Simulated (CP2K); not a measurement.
Runs of CP2K 2026.2 on Ga. It takes space group P2_1/m (No. 11, monoclinic). The conventional cell has a = 2.778 Å, b = 3.282 Å, c = 4.210 Å, α = 90.00°, β = 108.61°, γ = 90.00°. Ga (site symmetry m) has 8 Ga at 2.71 to 2.84 Å as nearest neighbours. This isn't the form of Ga at room conditions, which is orthorhombic.

```tsv
task	level	potentials or basis	cell	k mesh	smearing	EPS_DEFAULT	k points reduced by the point group	MIXING BETA (1/bohr)	NGRIDS	REL_CUTOFF (Ry)	gap on the mesh (eV)	pressure (GPa)	largest force (eV/Å)
single point	BLYP	GTH_POTENTIALS Ga GTH-BLYP-q13; DZVP-MOLOPT-SR-GTH basis	as given	8 × 6 × 5	fermi-dirac 0.05 eV	1.0E-9	yes	1.5	4	60	none	9.1	(b)
band structure	LDA	GTH_POTENTIALS Ga GTH-PADE-q13; TZVP-MOLOPT-PBE-GTH basis	as given	10 × 8 × 7	fermi-dirac 0.0259 eV	1.0E-10	yes	1.5 1/bohr	4	60 Ry	none	-2.4	0.10
band structure	r2SCAN	POTENTIAL_UZH Ga GTH-SCAN-q13; TZVP-MOLOPT-SCAN-GTH basis	as given	10 × 8 × 7	fermi-dirac 0.1 eV	1.0E-10	yes	1.5 1/bohr	4	60 Ry	none	0.0	(a)
relaxation of cell and atoms	LDA	GTH_POTENTIALS Ga GTH-PADE-q13; TZVP-MOLOPT-PBE-GTH basis	relaxed	8 × 6 × 5	fermi-dirac 0.05 eV	1.0E-9	-	1.5 1/bohr	5	60 Ry	none	0.0	0.02
```

Alike in all rows: no spin polarisation.

**Question.** Fill in the values left out.

**Answer.** (a) 0.30; (b) 0.34.

Caveats: the basis of atomic orbitals isn't converged, which shifts pressures, moduli and gaps.

A k mesh can miss the band edges, and the runs leave out spin-orbit coupling on Ga.

A gap of «none» marks a metal or a gap under the smearing width.

Not every run made on this cell is shown here.
